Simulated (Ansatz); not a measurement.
Si2Mo in Ansatz: the effect of exact exchange

The system is Si2Mo.

```
Mo Si
1.0
    -1.60000    1.60000    3.93050
     1.60000   -1.60000    3.93050
     1.60000    1.60000   -3.93050
Mo Si
1 2
Direct
  0.00000 0.00000 0.00000
  0.66700 0.66700 0.00000
  0.33300 0.33300 0.00000
```

Alike in all runs:

- Program: Ansatz 0.2.0
- Task: single point
- Functional: HSE06 form with a typed share of exact exchange
- Potentials or basis: Ansatz PAW
- Cutoff: 420 eV (not typed: the program's choice for these potentials)
- k mesh: 6 × 6 × 6
- Occupations: fermi-dirac, width 0.05 eV
- Spin: no spin polarisation

```csv
exact exchange,pressure (GPa),largest force (eV/Å)
0.25,-3.8,0.45
0.3,-4.9,0.49
0.4,-7.1,0.58
0.5,-9.2,0.71
0.05,0.9,0.30
0.1,-0.3,0.34
0.15,?,?
0.2,-2.6,0.41
```

Question: What does the run with exact exchange 0.15 give?

Answer: Pressure -1.4 GPa; largest force 0.38 eV/Å.

Worked out: A straight line through the other rows of the pressure, of slope -22.5 GPa per unit of exact exchange, gives -1.4 GPa, against the run's -1.4. A parabola through the other rows of the largest force, of slope 0.706 eV/Å per unit of exact exchange there, gives 0.37 eV/Å, against the run's 0.38.

Caveats: all runs use coarse meshes; the PAW data sets come from PBE, with cores solved anew for the run's functional, which leaves a small shift of forces and pressure; the thresholds are loose for stress.
